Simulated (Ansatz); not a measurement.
Wanted: the native input for an Ansatz 0.2.0 run.

```yaml
Task: relaxation of cell and atoms
Functional: RPBE
Dispersion: D3(BJ)
Potentials_or_basis: all-electron LAPW, scalar-relativistic
Basis_error_allowed: 0.001 eV/atom
k_mesh: 12 × 12 × 12
Occupations: fermi-dirac, width 0.05 eV
Spin: no spin polarisation
```

Mo:

```xyz
1
Lattice="-1.5838 1.5838 1.5838 1.5838 -1.5838 1.5838 1.5838 1.5838 -1.5838" Properties=species:S:1:pos:R:3 pbc="T T T"
Mo    0.0000    0.0000    0.0000
```

One way to write it, as run:

input.yaml

```yaml
crystal:
  lattice:
    - [-1.5838089719, 1.5838089719, 1.5838089719]
    - [1.5838089719, -1.5838089719, 1.5838089719]
    - [1.5838089719, 1.5838089719, -1.5838089719]
  atoms:
    - { symbol: Mo, position: [0.0, 0.0, 0.0] }
kpoints:
  mp_grid: { grid: [12, 12, 12] }
scf:
  occupations: { method: fermi_dirac, width: 0.05 }
hamiltonian:
  xc: rpbe
  dispersion: d3bj
  pseudopotentials: { kind: all_electron, lapw: { basis_error: 0.001 } }
output:
  forces: true
  stress: true
relax:
  f_tol: 0.005
  max_steps: 60
  cell: {}
```

Potentials or basis: all-electron LAPW, scalar-relativistic.

The run is started by

```bash
$ ansatz run input.yaml --threads 1 --pin off --max-ram 3072MiB --backend cpu --events-out ev --progress --plain --runs-dir out
```

Results of the run:

| Property | Result |
| --- | --- |
| Relaxed volume | 13.60 Å³/atom |
| Relaxed cell | a = 2.604 Å, b = 2.604 Å, c = 2.604 Å, α = 109.47°, β = 109.47°, γ = 109.47° |
| Space group after relaxing (to 0.05 Å) | Im-3m (No. 229) |
| Energy gained by relaxing | 359.3 meV/atom |
| Ionic steps | 5 |
| Pressure after relaxing | 0.0 GPa |

Wall time 15 s on 1 thread of Arm Neoverse V2 (shared host), peak memory 0.27 GiB.
